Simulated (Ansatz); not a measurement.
# Tin, bcc under LDA: structure, energy and stiffness, part 2 of 2

Aim: take tin in the bcc structure, relax it, solve it on a dense k-mesh, switch on spin-orbit coupling, then scale the cell to 7 volumes from 88 to 112 % of the relaxed one and try a fit of the equation of state. The k-meshes are 12×12×12 for the relaxation; 20×20×20 for the dense run; 12×12×12 for spin-orbit coupling; 13×13×13 for the volumes.

Ansatz 0.2.0; DFT, LDA (PW92), plane waves (420 eV) with PAW, scalar-relativistic. Earlier steps stand in the parts before.

**9. The cell scaled to 104 % of its volume**

File input.yaml:

```yaml
crystal:
  lattice:
    - [-1.8765692686, 1.8765692686, 1.8765692686]
    - [1.8765692686, -1.8765692686, 1.8765692686]
    - [1.8765692686, 1.8765692686, -1.8765692686]
  atoms:
    - { symbol: Sn, position: [0.0, 0.0, 0.0] }
hamiltonian:
  xc: lda
  pseudopotentials:
    kind: paw
    azcp:
      Sn: "pseudopotentials/Sn.paw.azcp"
basis:
  ecutwfc: 420
  fft_grid_basis: typed
kpoints:
  mp_grid: { grid: [13, 13, 13], shift: [0, 0, 0] }
magnetization:
  spin_polarized: false
scf:
  occupations: { method: fermi_dirac, width: 0.1 }
  lower_state_search: "off"
output:
  stress: true
```

Log (excerpt; [...] marks lines left out):

```text
Warning: <dir> the record states the generating functional pbe (its physics header spells it `PBE`), which answers neither for hamiltonian.xc's functional nor for the lda family's — results may be inconsistent (PPs are generated against a specific XC)
Warning: RAYON_NUM_THREADS=2 ignored (pool sized by the plan → 2); use --threads N
[...]
Pseudopotentials: kind: paw
Pseudopotential: Sn, paw, valence charge 14, recommended cutoff 420 eV (normal), <dir>
Functional definition: SPW92
[...]
Crystal: 1 atoms, lattice volume = 26.433 Å³
Basis set: ecut = 420 eV, 531 PW (Γ)
Bands: 11, of which v1, the nominal top of the filled ones, is band 7 counted from 1 (6 counted from 0)
Symmetry: 48 space group operations
Space group: Im-3m (ITA 229), of the structure as read, at distance tolerance 3.0e-5 Å
k-points: 84 of 2197
[...]
SCF iter   1: F=—  HF=-5879.493501 eV  |F-HF|=—  |Δ(HF+E_count)|=         —  Δρ=6.82e-3  dr2=5.52e-3  ethr=1.77e-3  ⟨swp⟩=5.0  Hψ=5395  notcnv=0
[...]
SCF iter   7: F=-5879.490361 eV  HF=-5879.490361 eV  |F-HF|=7.83e-9  |Δ(HF+E_count)|=   4.14e-8  Δρ=5.02e-6  dr2=9.43e-9  ethr=7.14e-10  ⟨swp⟩=4.1  Hψ=2648  notcnv=0
[...]
SCF converged after 7 iterations
Free energy (F): -5879.490361 eV
[...]
E sigma→0 (E₀):  -5879.479627 eV
Entropy (-TS):   -0.021469 eV (-21.469 meV/atom)
Fermi energy:    10.886764 eV
[...]
--- Stress (GPa, compression-positive) ---
       -1.878453      -0.000000       0.000000
       -0.000000      -1.878453       0.000000
        0.000000      -0.000000      -1.878453
  P = ⅓ Tr σ = -1.8785 GPa (-18.785 kbar)
```

Run time: 0.72 s. Hardware: 2 threads of Arm Neoverse V2, shared host; peak memory 0.28 GiB.

**10. The cell scaled to 108 % of its volume**

input.yaml, as its differences from that of step 9:

```diff
@@ -2,5 +2,5 @@
   lattice:
-    - [-1.8765692686, 1.8765692686, 1.8765692686]
-    - [1.8765692686, -1.8765692686, 1.8765692686]
-    - [1.8765692686, 1.8765692686, -1.8765692686]
+    - [-1.900325832, 1.900325832, 1.900325832]
+    - [1.900325832, -1.900325832, 1.900325832]
+    - [1.900325832, 1.900325832, -1.900325832]
   atoms:
```

Log (excerpt; [...] marks lines left out):

```text
Warning: <dir> the record states the generating functional pbe (its physics header spells it `PBE`), which answers neither for hamiltonian.xc's functional nor for the lda family's — results may be inconsistent (PPs are generated against a specific XC)
Warning: RAYON_NUM_THREADS=2 ignored (pool sized by the plan → 2); use --threads N
[...]
[... 3 set-up lines as earlier in the session ...]
[...]
Crystal: 1 atoms, lattice volume = 27.450 Å³
Basis set: ecut = 420 eV, 555 PW (Γ)
Bands: 11, of which v1, the nominal top of the filled ones, is band 7 counted from 1 (6 counted from 0)
[... 2 set-up lines as earlier in the session ...]
k-points: 84 of 2197
[...]
SCF iter   1: F=—  HF=-5879.475993 eV  |F-HF|=—  |Δ(HF+E_count)|=         —  Δρ=6.86e-3  dr2=5.80e-3  ethr=1.77e-3  ⟨swp⟩=5.0  Hψ=5366  notcnv=0
[...]
SCF iter   7: F=-5879.472855 eV  HF=-5879.472855 eV  |F-HF|=1.50e-8  |Δ(HF+E_count)|=   2.39e-7  Δρ=6.24e-6  dr2=1.25e-8  ethr=7.14e-10  ⟨swp⟩=4.9  Hψ=3055  notcnv=0
[...]
SCF converged after 7 iterations
Free energy (F): -5879.472855 eV
[...]
E sigma→0 (E₀):  -5879.462139 eV
Entropy (-TS):   -0.021433 eV (-21.433 meV/atom)
Fermi energy:    10.324149 eV
[...]
--- Stress (GPa, compression-positive) ---
       -3.573915      -0.000000       0.000000
        0.000000      -3.573915       0.000000
        0.000000       0.000000      -3.573915
  P = ⅓ Tr σ = -3.5739 GPa (-35.739 kbar)
```

Run time: 0.74 s. Hardware: 2 threads of Arm Neoverse V2, shared host; peak memory 0.28 GiB.

**11. The cell scaled to 112 % of its volume**

input.yaml, as its differences from that of step 10:

```diff
@@ -2,5 +2,5 @@
   lattice:
-    - [-1.900325832, 1.900325832, 1.900325832]
-    - [1.900325832, -1.900325832, 1.900325832]
-    - [1.900325832, 1.900325832, -1.900325832]
+    - [-1.9235028214, 1.9235028214, 1.9235028214]
+    - [1.9235028214, -1.9235028214, 1.9235028214]
+    - [1.9235028214, 1.9235028214, -1.9235028214]
   atoms:
```

Log (excerpt; [...] marks lines left out):

```text
Warning: <dir> the record states the generating functional pbe (its physics header spells it `PBE`), which answers neither for hamiltonian.xc's functional nor for the lda family's — results may be inconsistent (PPs are generated against a specific XC)
Warning: RAYON_NUM_THREADS=2 ignored (pool sized by the plan → 2); use --threads N
[...]
[... 3 set-up lines as earlier in the session ...]
[...]
Crystal: 1 atoms, lattice volume = 28.467 Å³
Basis set: ecut = 420 eV, 555 PW (Γ)
Bands: 11, of which v1, the nominal top of the filled ones, is band 7 counted from 1 (6 counted from 0)
[... 1 set-up line as earlier in the session ...]
Space group: Im-3m (ITA 229), of the structure as read, at distance tolerance 3.1e-5 Å
k-points: 84 of 2197
[...]
SCF iter   1: F=—  HF=-5879.448893 eV  |F-HF|=—  |Δ(HF+E_count)|=         —  Δρ=6.71e-3  dr2=5.80e-3  ethr=1.77e-3  ⟨swp⟩=5.0  Hψ=5373  notcnv=0
[...]
SCF iter   7: F=-5879.445726 eV  HF=-5879.445726 eV  |F-HF|=1.46e-8  |Δ(HF+E_count)|=   2.44e-7  Δρ=5.92e-6  dr2=1.23e-8  ethr=7.14e-10  ⟨swp⟩=4.9  Hψ=3043  notcnv=0
[...]
SCF converged after 7 iterations
Free energy (F): -5879.445726 eV
[...]
E sigma→0 (E₀):  -5879.435071 eV
Entropy (-TS):   -0.021309 eV (-21.309 meV/atom)
Fermi energy:    9.804666 eV
[...]
--- Stress (GPa, compression-positive) ---
       -4.925940      -0.000000      -0.000000
        0.000000      -4.925940      -0.000000
        0.000000       0.000000      -4.925940
  P = ⅓ Tr σ = -4.9259 GPa (-49.259 kbar)
```

It took 0.69 s on 2 threads of Arm Neoverse V2, shared host; peak memory 0.28 GiB.

**12. Energy and pressure against volume**

The cell was scaled evenly, with its shape and the fractional positions fixed.

```csv
V (Å³/atom),E − E₀ (meV/atom),P from the stress (GPa),P from the fit (GPa)
22.367,91.7,10.64,10.58
23.383,38.6,6.34,6.30
24.400,9.8,2.94,2.92
25.417,0.1,0.26,0.24
26.433,5.5,-1.88,-1.88
27.450,23.0,-3.57,-3.57
28.467,50.1,-4.93,-4.91
```

A third-order Birch-Murnaghan fit gives V₀ = 25.522 Å³/atom, B₀ = 58 GPa and B₀′ = 4.8; it misses no point by more than 0.01 meV/atom.

**13. Results**

The summary covers parts 1 to 2.

| quantity | value |
| --- | --- |
| space group (spins left aside) | Im-3m (No. 229) |
| conventional cell | a = 3.704 Å |
| volume | 25.417 Å³/atom |
| shortest distance | 3.208 Å |
| gap on the mesh | none (levels filled in part) |
| relative to beta-Sn (white tin) | +47 meV/atom |
| V₀, B₀, B₀′ | 25.522 Å³/atom, 58 GPa, 4.8 |

What this shows: From the guessed start the volume shrank by 9.3 % in 4 steps. Against the reference form of tin (beta-Sn (white tin), computed apart with the same settings) it stands 47 meV/atom higher. Levels at the Fermi energy are filled in part, as in a metal. Totals with and without spin-orbit coupling (-2.1 eV/atom apart) can't be read as binding, since the two-component data shift the zero of energy. B₀ comes out at 58 GPa. The symmetry was held, so the structure may be unstable against distortions that break it.
